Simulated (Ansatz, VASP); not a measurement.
## One calculation of ZrB2, two programs

Contents of INCAR:

```
PREC = Accurate ; ENCUT = 520
EDIFF = 1E-6 ; ISMEAR = 0
SIGMA = 0.1 ; LREAL = False
LASPH = True ; NELM = 60
ALGO = Normal ; ISIF = 2
LWAVE = False ; LCHARG = False
GGA = CA ; NBANDS = 16
```

File KPOINTS:

```
Automatic mesh
0
Gamma
  6 6 6
```

The input POSCAR:

```
ZrB2
1.0
    3.1675246600      0.0000000000      0.0000000000
   -1.5837623300      2.7431568200      0.0000000000
    0.0000000000      0.0000000000      3.5523880600
Zr B
1 2
Direct
    0.0000000000      0.0000000000      0.0000000000
    0.3333333300      0.6666666700      0.5000000000
    0.6666666700      0.3333333300      0.5000000000
```

Input for Ansatz:

```yaml
crystal:
  lattice:
    - [3.16752466, 0.0, 0.0]
    - [-1.58376233, 2.74315682, 0.0]
    - [0.0, 0.0, 3.55238806]
  atoms:
    - { symbol: Zr, position: [0.0, 0.0, 0.0] }
    - { symbol: B, position: [0.33333333, 0.66666667, 0.5] }
    - { symbol: B, position: [0.66666667, 0.33333333, 0.5] }
basis:
  ecutwfc: 600.0
kpoints:
  mp_grid: { grid: [6, 6, 6] }
hamiltonian:
  xc: lda
  pseudopotentials: { kind: paw, azcp: { folder: soft_1 } }
scf:
  occupations: { method: gaussian, width: 0.1 }
output:
  forces: true
  stress: true
  eigenvalues: true
```

The cell is a database's computed one.

Alike in both runs: task single point; functional LDA; k mesh 6 × 6 × 6; occupations gaussian, width 0.1 eV; no spin polarisation.

|  | VASP | Ansatz |
| --- | --- | --- |
| version | VASP 6.6.1 | Ansatz 0.2.0 |
| potentials or method | VASP PAW LDA potentials, release 64 (Zr_sv, B) | scalar-relativistic, plane waves, PAW |
| plane-wave cutoff (eV) | 520 | 600 |
| valence electrons in the cell | 18 | 18 |

|  | VASP | Ansatz | Ansatz less VASP |
| --- | --- | --- | --- |
| gap on the k mesh at the Fermi level (eV) | none | none | - |
| pressure (GPa) | -8.9 | -9.3 | -0.40 |
| largest component of the traceless stress (GPa) | 2.09 | 2.09 | +0.005 |

A gap of «none» marks a metal or a gap that the smearing closes. Ansatz warned: «pseudo_functional_mismatch».

Caveats: the k mesh is coarse (spacing up to 0.38 Å⁻¹), so the values aren't converged.
